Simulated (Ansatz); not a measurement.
Runs of Ansatz 0.2.0 on ZnS (Wurtzite-4H). Symmetry: P6_3mc, No. 186, hexagonal system. The conventional cell has a = 3.823 Å, b = 3.823 Å, c = 12.520 Å, α = 90.00°, β = 90.00°, γ = 120.00°. Zn (site symmetry 3m) is surrounded by 4 S at 2.34 to 2.35 Å. Zn (site symmetry 3m) has 4 S at 2.34 to 2.35 Å as nearest neighbours. S (site symmetry 3m) has 4 Zn at 2.34 to 2.35 Å as nearest neighbours. S (site symmetry 3m) is surrounded by 4 Zn at 2.34 to 2.35 Å. 

```csv
task,level,potentials or basis,cell,cutoff (eV),points for each segment of the path,gap on the mesh (eV),pressure (GPa),V0 of scaled cells (Å³/atom),B0 (GPa),largest force (eV/Å)
equation of state,revPBE+D4,Ansatz PAW,as given,420,-,-,-,19.23,(b),-
equation of state,PBE+D4,Ansatz PAW,as given,420,-,-,-,19.45,76,-
single point,PBE,Ansatz PAW,as given,300,-,(a),1.6,-,-,0.04
relaxation of cell and atoms,rPW86-PBE,Ansatz PAW,relaxed,420,-,1.77,0.0,-,-,0.01
band structure,PBE,Ansatz PAW earlier set,as given,660,10,2.13,1.3,-,-,0.04
```

Alike in all rows: no spin polarisation; k mesh 8 × 8 × 3; smearing fermi-dirac 0.05 eV.

Estimate the missing entries.

(a) 2.15; (b) 77.

Caveats: the cell was scaled at fixed shape and fractional positions, which overstates the stiffness of a crystal with free parameters, most of all of layers and chains (some runs); odd divisions of the mesh miss points on the zone boundary, where band edges often lie, so the gap on the mesh can be too wide (some runs); the potentials were made for another functional, which shifts forces and pressure (some runs); the pressure holds a Pulay correction of +5.0 GPa for the finite cutoff (some runs); the cutoff lies under the one recommended for these potentials (some runs); the plane-wave basis is chosen anew once the cell has moved, so the energies of steps on either side of that aren't comparable (some runs); the PAW data sets come from PBE, with cores solved anew for the run's functional, which leaves a small shift of forces and pressure (some runs).

A k mesh can miss the band edges.

The runs don't all hold the same shells in valence.
